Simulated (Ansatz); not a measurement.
This is a single-point calculation with Ansatz 0.2.0 on SrTiO3, cubic perovskite; the level of theory is PBE. The cell was relaxed with r2SCAN and then strained (isotropic +4.0 % on every length), with the atoms relaxed again with r2SCAN; k points keep the names of the unstrained zone.

Input file:
```yaml
crystal:
  lattice:
    - [4.0631255616, 0.0, 0.0]
    - [0.0, 4.0631255616, 0.0]
    - [0.0, 0.0, 4.0631255616]
  atoms:
    - { symbol: Sr, position: [0.0, 0.0, 0.0] }
    - { symbol: Ti, position: [0.5, 0.5, 0.5] }
    - { symbol: O, position: [0.5, 0.5, 0.0] }
    - { symbol: O, position: [0.5, 0.0, 0.5] }
    - { symbol: O, position: [0.0, 0.5, 0.5] }
kpoints:
  mp_grid: { grid: [6, 6, 6] }
  band_path:
    path: [[0.0, 0.0, 0.0], [0.0, 0.5, 0.0], [0.5, 0.5, 0.0], [0.5, 0.5, 0.5]]
    npoints: 1
hamiltonian:
  xc: pbe
scf:
  occupations: { method: fermi_dirac, width: 0.02 }
  n_extra_bands: 5
output:
  forces: true
  stress: true
  eigenvalues: true
  write_density: true
  write_potential: true
  elf: true
  volumetric_format: npy
```

Command: `ansatz run input.yaml --threads 2 --pin off --max-ram 20275MiB --backend cpu --events-out ev --progress --plain --runs-dir out`. Wall time 1.4 s on 2 threads of AMD EPYC 7R13 Processor (Zen 3), on a shared host, load about 2.1 per core; peak host memory 0.38 GiB.

What the program printed (shortened):
```
scf.n_extra_bands = 5 over 20 filled bands (N_el = 40.0): the run solves 25 bands
Pseudopotential: Sr, paw, valence charge 10, recommended cutoff 420 eV (normal)
Pseudopotential: Ti, paw, valence charge 12, recommended cutoff 420 eV (normal)
Pseudopotential: O, paw, valence charge 6, recommended cutoff 420 eV (normal)
Functional definition: PBE
Crystal: 5 atoms, lattice volume = 67.078 Å³
Basis set: ecut = 420 eV, 1357 PW (Γ)
Symmetry: 48 space group operations
Space group: Pm-3m (ITA 221)
k-points: 20 of 216
SCF iter   1: HF=-7754.212956 eV  Δρ=1.84e-3  dr2=1.57e-3
preconditioner: auto → Resta (q_TF=auto, 2.503 Å⁻¹)  ε∞=5.7  [insulator: Δε(μ)=1.631 eV  σ=0.020 eV  ℏωp=24.8 eV]
SCF iter   2: HF=-7754.215391 eV  Δρ=7.92e-4  dr2=2.50e-4
SCF iter   3: HF=-7754.215535 eV  Δρ=1.64e-4  dr2=2.23e-5
SCF iter   4: HF=-7754.215487 eV  Δρ=5.35e-5  dr2=3.33e-6
SCF iter   5: HF=-7754.215487 eV  Δρ=1.52e-5  dr2=3.74e-7
SCF iter   6: HF=-7754.215487 eV  Δρ=6.01e-6  dr2=5.02e-8
SCF 1 converged in 6 iterations: F = -7754.215487 eV  dr2 = 5.02e-8
SCF converged after 6 iterations
Free energy (F): -7754.215487 eV
Fermi energy:    9.241021 eV
--- Forces (eV/Å), atoms counted from 1 ---
  atom   1  Sr      0.00000      0.00000      0.00000
  atom   2  Ti      0.00000      0.00000      0.00000
  atom   3  O       0.00000      0.00000      0.00000
  atom   4  O       0.00000      0.00000      0.00000
  atom   5  O       0.00000      0.00000      0.00000
--- Stress (GPa, compression-positive) ---
      -13.132149       0.000000       0.000000
        0.000000     -13.132149       0.000000
        0.000000       0.000000     -13.132149
  P = ⅓ Tr σ = -13.1321 GPa (-131.321 kbar)
--- Band table (eV; the first three rows and the last of 20) ---
  k-point 0: bands = […, 7.4262, 7.4262, 7.4262, 8.0160, 8.0160, 8.0160, 10.0636, 10.0636, 10.0636, 11.9504, …]
  k-point 1: bands = […, 7.1320, 7.1320, 7.2444, 7.3545, 7.8891, 7.8891, 10.0923, 10.5335, 10.5335, 11.9516, …]
  k-point 2: bands = […, 6.4850, 6.6074, 6.6074, 6.9203, 7.7523, 7.7523, 10.1510, 11.2894, 11.2894, 11.9541, …]
  k-point 19: bands = […, 5.0368, 5.0368, 5.0368, 8.4128, 8.4128, 8.4128, 12.1822, 12.1822, 12.1822, 14.9272, …]
```

The rows of the band table are 0: (0, 0, 0) = Γ, 1: (0, 0, 1/6), 2: (0, 0, 1/3), 19: (-1/2, -1/2, -1/2) = R.

The file bands.tsv (bands near the Fermi energy, numbered from 0, rounded):
```tsv
# k_distance	band_15	band_16	band_17	band_18	band_19	band_20	band_21	band_22	band_23
# fermi_ev = 9.241021
# [0, 0, 0] at k_distance = 0.000000
# [0, 0.5, 0] at k_distance = 0.773196
# [0.5, 0.5, 0] at k_distance = 1.546392
# [0.5, 0.5, 0.5] at k_distance = 2.319588
# levels_relative_to = fermi_ev
0.000	-1.815	-1.815	-1.225	-1.225	-1.225	0.823	0.823	0.823	2.709
0.773	-2.891	-2.891	-2.466	-1.540	-1.540	0.940	2.386	2.386	2.714
1.546	-3.259	-2.585	-2.261	-2.261	-0.899	2.389	2.389	2.792	3.514
2.320	-4.204	-4.204	-0.828	-0.828	-0.828	2.941	2.941	2.941	5.686
```
In order the rows are Γ, X, M, R.

Planar averages along the third cell vector, from rho_z.tsv and v_z.tsv (valence density with its augmentation; electrostatic potential energy of an electron, of which only differences have a meaning):
```csv
z (Å),ρ (e/Å³),v_es (eV)
0.00,0.802,-5.91
0.14,0.772,-5.05
0.41,0.558,0.57
0.54,0.420,4.08
0.68,0.302,7.02
0.81,0.219,8.70
1.08,0.174,9.50
1.22,0.218,8.99
1.35,0.331,7.69
1.49,0.538,5.28
1.76,1.162,0.51
1.90,1.404,-1.00
2.03,1.493,-1.54
2.17,1.404,-1.00
2.44,0.838,2.69
2.57,0.538,5.28
2.71,0.331,7.69
2.84,0.218,8.99
3.12,0.177,9.43
3.25,0.219,8.70
3.39,0.302,7.02
3.52,0.420,4.08
3.79,0.686,-2.71
3.93,0.772,-5.05
```

PBE gives an indirect gap of 1.65 eV, from R to Γ; the least direct gap is 2.05 eV at Γ. At this geometry PBE finds -13.13 GPa, compression counted positive: its own equilibrium volume is smaller.

No spin polarisation and no zero-point or thermal motion.
